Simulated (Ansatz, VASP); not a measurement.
## ZnO: VASP beside Ansatz

```
Zn O
1.0
     3.34095    0.00000    0.00000
    -1.67048    2.89335    0.00000
     0.00000    0.00000    5.38723
Zn O
2 2
Direct
  0.33333 0.66667 0.00145
  0.66667 0.33333 0.50145
  0.33333 0.66667 0.38065
  0.66667 0.33333 0.88065
```

Alike in both runs: functional RPBE; k mesh 8 × 8 × 6; occupations gaussian, width 0.05 eV; no spin polarisation.

Ansatz relaxed the structure, and its values are those at the end. VASP's run is a single point on that final structure, the one shown.

|  | VASP | Ansatz |
| --- | --- | --- |
| version | VASP 6.6.1 | Ansatz 0.2.0 |
| potentials or method | VASP PAW PBE potentials, release 64 (Zn, O) | scalar-relativistic, plane waves, PAW |
| plane-wave cutoff (eV) | 520 | 420 |
| valence electrons in the cell | 36 | 36 |

```tsv
	VASP	Ansatz	Ansatz less VASP
gap on the k mesh at the Fermi level (eV)	0.75	0.77	+0.026
least direct gap on the mesh (eV)	0.75	0.77	+0.026
pressure (GPa)	-1.4	-2.2	-0.84
rms of the force components (eV/Å)	0.003	0.004	0.0000
```

With one functional, cell and mesh, what is left measures potentials, basis and numerics.

Caveats: the PAW data sets were made with another functional, which shifts forces and pressure a little (VASP).
